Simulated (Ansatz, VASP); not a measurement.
# GaAs2: VASP beside Ansatz

```xyz
3
Lattice="0.0000 3.1842 3.1842 3.1842 0.0000 3.1842 3.1842 3.1842 0.0000" Properties=species:S:1:pos:R:3 pbc="T T T"
Ga    0.0000    0.0000    0.0000
As    1.5921    1.5921    1.5921
As    4.7763    4.7763    4.7763
```

Alike in both runs: functional PBE; k mesh 6 × 6 × 6; occupations gaussian, width 0.1 eV; no spin polarisation.

Ansatz relaxed the structure, and its values are those at the end. VASP's run is a single point on that final structure, the one shown.

|  | VASP | Ansatz |
| --- | --- | --- |
| version | VASP 6.6.1 | Ansatz 0.2.0 |
| potentials or method | VASP PAW PBE potentials, release 64 (Ga_d, As) | scalar-relativistic, plane waves, PAW |
| plane-wave cutoff (eV) | 520 | 420 |
| valence electrons in the cell | 23 | 43 |

Ansatz gave:

* gap on the k mesh at the Fermi level (eV): none
* pressure (GPa): -0.2

Task: What did VASP give for the same quantities?

Result: gap on the k mesh at the Fermi level (eV): none; pressure (GPa): -0.1.

A gap of «none» marks a metal or a gap that the smearing closes. The functional is the same, so the differences come from potentials, cutoffs and numerics. The two sets of potentials don't hold the same shells in valence.
